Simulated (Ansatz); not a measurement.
NiO: energy along a strain

NiO, Fm-3m, a = 4.183 Å (as given, not relaxed at this level: -8.3 GPa). Ansatz: PBEsol, PAW, 420 eV, Γ-centred 20×20×20 mesh on 2 atoms, Gaussian smearing 0.15 eV; collinear spin, largest moment 1.2 μB. Cell vectors (Å): 0.000 2.091 2.091; 2.091 0.000 2.091; 2.091 2.091 0.000. The cell is strained by x per cent times the pattern (1 0 0 0 0 0) in the order xx yy zz yz xz xy (engineering shears), with fractional coordinates held. y is the free energy over the start, V0 = 9.147 Å³/atom.

| x (%) | y (meV/atom) |
| --- | --- |
| -2.00 | ? |
| -1.50 | -5.77 |
| -1.00 | -4.16 |
| 0.00 | 0.00 |
| 0.50 | 2.49 |
| 1.50 | 8.19 |
| 2.00 | 11.38 |

Problem. Fit y = c1 x + c2 x² + c3 x³ to the other rows, get the stiffness along the pattern, and predict the missing energy.

Solution. Least squares on the rows shown. y = 4.715 x + 0.5383 x² − 0.02590 x³. The clamped-ion stiffness p·C·p = 2 × 5.383 eV × 160.2 / 9.147 Å³ = 189 GPa, which is C11 in these axes (second derivative at the start, which stands under stress). At x = -2.00 the fit asked for gives -7.07 meV/atom. The run gave -7.03 meV/atom, so the fit is 0.04 meV/atom too low, a small miss on the scale of the series.

The cell holds one magnetic atom, so it can only be ferromagnetic; an antiferromagnetic order may lie lower.

The large linear term shows that this lattice is stretched relative to its equilibrium at this level: shortening one cubic axis lowers the energy throughout the sampled range. The negative cubic term is the usual anharmonicity of an ionic rocksalt crystal, in which short-range Ni–O repulsion stiffens the lattice on compression and weakens on extension. The 189 GPa is clearly below the C11 known for NiO, and the tensile starting state probably accounts for much of the shortfall. Holding the fractional coordinates is not to blame, since both sites remain inversion centres under this strain and no internal relaxation arises.

The moment of 1.2 μB is also small for octahedral Ni²⁺, whose d⁸ shell has two unpaired e_g electrons. This suggests that the semilocal functional delocalises the 3d states and mixes them too strongly with O 2p, which may affect the elastic response as well. The close prediction of the omitted energy supports a smooth cubic description over this strain range, not the accuracy of the underlying electronic state.
